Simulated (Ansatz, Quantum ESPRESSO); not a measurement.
**KF (Pm-3m): the LO frequency by hand**

How high does the longitudinal optical mode of KF (Pm-3m) lie, given the transverse one, the Born charge and ε∞?

Calculated with Quantum ESPRESSO 8.0 development, patched; DFT LDA, scalar-relativistic, plane waves, PseudoDojo norm-conserving pseudopotentials.

## (1) The relaxed structure

It takes space group Pm-3m (No. 221, cubic). Conventional cell: a = 3.081 Å, b = 3.081 Å, c = 3.081 Å, α = 90.00°, β = 90.00°, γ = 90.00°. Nearest to K lie 8 F at 2.67 Å. Nearest to F lie 8 K at 2.67 Å. Farther neighbours and most contacts between anions are not listed.

This is the cell after its relaxation at this level of theory, not the database cell from which that began.

## (2) What the response run gave

A linear-response run on the relaxed cell, with the response to an electric field; only its zone-centre results are used. Cutoff 84 Ry, k mesh 8×8×8.

The program printed:

```text
[banners, grids, parts of the stress and lines that vanish by symmetry left out]
Program PHONON v.8.0dev
     Dynamical matrices for q-points given in input
     (   1q-points):
[...]
Exchange-correlation= PW
                           (   1   4   0   0   0   0   0)
[...]
kinetic-energy cut-off    =      84.0000  Ry
     charge density cut-off    =     336.0000  Ry
     convergence threshold     =      1.0E-18
[...]
Exchange-correlation= PW
                           (   1   4   0   0   0   0   0)
[...]
q = (   0.0000000   0.0000000   0.0000000 )
     49 Sym.Ops. (with q -> -q+G )
     G cutoff =  288.5171  (  20377 G-vectors)     FFT grid: ( 36, 36, 36)
     number of k points=    35
[...]
Mode symmetry, O_h (m-3m)  point group:
[...]
Dielectric constant
[...]
End of electric fields calculation
          Dielectric constant in cartesian axis
          (       2.310236102       0.000000000       0.000000000 )
          (       0.000000000       2.310236102       0.000000000 )
          (       0.000000000       0.000000000       2.310236102 )
          Effective charges (d Force / dE) in cartesian axis without acoustic sum rule applied (asr)
           atom    1  K     Mean Z*:        1.19386
      Ex  (        1.19386        0.00000        0.00000 )
      Ey  (        0.00000        1.19386        0.00000 )
      Ez  (        0.00000        0.00000        1.19386 )
           atom    2  F     Mean Z*:       -1.19380
      Ex  (       -1.19380        0.00000        0.00000 )
      Ey  (        0.00000       -1.19380        0.00000 )
      Ez  (        0.00000        0.00000       -1.19380 )
          Effective charges Sum: Mean:        0.00005
[...]
Effective charges (d Force / dE) in cartesian axis with asr applied:
           atom    1  K     Mean Z*:        1.19383
[...]
atom    2  F     Mean Z*:       -1.19383
[...]
Dielectric constant from finite-differences
          (       2.310226644       0.000000000       0.000000000 )
          (       0.000000000       2.310226644       0.000000000 )
          (       0.000000000       0.000000000       2.310226644 )
[...]
(       0.000000000       0.000000000       0.000000000 )
          (       0.000000000       0.000000000      -0.000000000 )
          (       0.000000000      -0.000000000       0.000000000 )
          (       0.000000000       0.000000000       0.000000000 )
          (       0.000000000       0.000000000       0.000000000 )
          (       0.000000000       0.000000000       0.000000000 )
          (       0.000000000       0.000000000       0.000000000 )
          (      -0.000000000       0.000000000       0.000000000 )
[...]
(       0.000000000       0.000000000       0.000000000 )
          (       0.000000000       0.000000000       0.000000000 )
          (       0.000000000       0.000000000       0.000000000 )
          (       0.000000000       0.000000000       0.000000000 )
          (       0.000000000       0.000000000       0.000000000 )
[...]
Representation #   1 modes #   1   2   3
[...]
End of self-consistent calculation
     Convergence has been achieved
     Representation #   2 modes #   4   5   6
[...]
End of self-consistent calculation
     Convergence has been achieved
[...]
Dielectric constant in cartesian axis
          (       2.310236102       0.000000000       0.000000000 )
          (       0.000000000       2.310236102       0.000000000 )
          (       0.000000000       0.000000000       2.310236102 )
          Effective charges (d Force / dE) in cartesian axis without acoustic sum rule applied (asr)
           atom    1  K     Mean Z*:        1.19386
      Ex  (        1.19386        0.00000        0.00000 )
      Ey  (        0.00000        1.19386        0.00000 )
      Ez  (        0.00000        0.00000        1.19386 )
           atom    2  F     Mean Z*:       -1.19380
      Ex  (       -1.19380        0.00000        0.00000 )
      Ey  (        0.00000       -1.19380        0.00000 )
      Ez  (        0.00000        0.00000       -1.19380 )
          Effective charges Sum: Mean:        0.00005
[...]
Effective charges (d Force / dE) in cartesian axis with asr applied:
           atom    1  K     Mean Z*:        1.19383
[...]
atom    2  F     Mean Z*:       -1.19383
[...]
q = (    0.000000000   0.000000000   0.000000000 )
[...]
freq (    1) =       0.059791 [THz] =       1.994424 [cm-1]
     freq (    2) =       0.059791 [THz] =       1.994424 [cm-1]
     freq (    3) =       0.059791 [THz] =       1.994424 [cm-1]
     freq (    4) =       5.422258 [THz] =     180.867052 [cm-1]
     freq (    5) =       5.422258 [THz] =     180.867052 [cm-1]
     freq (    6) =       5.422258 [THz] =     180.867052 [cm-1]
[...]
Mode symmetry, O_h (m-3m)  point group:
     freq (   1-   3) =          2.0  [cm-1]   --> T_1u G_15  G_4- I
     freq (   4-   6) =        180.9  [cm-1]   --> T_1u G_15  G_4- I

   JOB DONE.
```

```tsv
quantity	value
cell volume Ω (Å³)	29.248
mass of K (u)	39.098
mass of F (u)	18.998
Born charge of K, raw (e)	1.194
Born charge of F, raw (e)	-1.194
ε∞	2.310
ω(TO) after the sum rule (cm⁻¹)	180.8
```

## (3) The calculation

The charges must sum to zero over the cell; taking off their mean, 0.000 e, leaves Z* = 1.194 e on K. In the polar mode K moves against F, so the reduced mass is μ = 39.10 × 19.00 / 58.10 = 12.786 u.

A longitudinal wave builds up a field that adds to the restoring force: ω(LO)² = ω(TO)² + 4π Z*² / (μ Ω ε∞), in Hartree atomic units. With μ = 23307 electron masses and Ω = 197.37 bohr³ the second term is 1.6853e-06 Ha², or 81181 cm⁻² (1 Ha = 219474.6 cm⁻¹).

So ω(LO) = √(32703 + 81181) = 337.5 cm⁻¹, and by the Lyddane-Sachs-Teller relation ε₀ = ε∞ (ω(LO)/ω(TO))² = 8.04.

## (4) Check against the program

The analysis program adds the same non-analytic term to the full matrix, here for q along (1 0 0).

The program printed:

```text
[banner, memory and clock lines left out]
Program DYNMAT v.8.0dev

     Reading Dynamical Matrix from file g.dyn
     ...Force constants read
     ...epsilon and Z* read
     ...Raman cross sections read

     Polarizability (A^3 units)
     multiply by 0.696018 for Clausius-Mossotti correction (not under assume_isolated = 'mt')
         3.049517    0.000000    0.000000
         0.000000    3.049517    0.000000
         0.000000    0.000000    3.049517

     IR activities are in (D/A)^2/amu units

# mode   [cm-1]    [THz]      IR
    1     -0.00   -0.0000    0.0000
    2     -0.00   -0.0000    0.0000
    3     -0.00   -0.0000    0.0000
    4    180.84    5.4214    2.5718
    5    180.84    5.4214    2.5718
    6    337.46   10.1168    2.5718
```

ε₀ comes from the program's run without a direction of q.

```tsv
quantity	by hand	program
ω(LO) (cm⁻¹)	337.5	337.5
ε₀	8.04	8.04
```

## (5) What came out

| Property | Result |
| --- | --- |
| TO mode | 180.8 cm⁻¹ |
| LO mode | 337.5 cm⁻¹ |
| static dielectric constant | 8.045 |

In words: The LO mode of KF (Pm-3m) lies at 337 cm⁻¹, 157 cm⁻¹ above the TO mode; the formula meets the program within 0.1 cm⁻¹, as it must for a cubic crystal with one polar mode. ω(LO)² − ω(TO)² goes with Z*²/ε∞: an error of 5 % in ε∞ would move the LO mode by 5.8 cm⁻¹, and semilocal functionals tend to overestimate ε∞. These are harmonic values at zero temperature, at the volume of this functional, for the structure held cubic; stability elsewhere in the zone is no part of this calculation.

[Host names and launcher messages were left out of these logs when they were recorded.]

[Logs are printed without paths, hosts, clocks, repeated set-up lines and the standing remarks that a program may print on its own settings, such as how far it seeks lower states.]

[Hosts, paths, dates, database ids (printed as entryN), source tags and the programs' standing remarks are cut or masked in the printed files.]
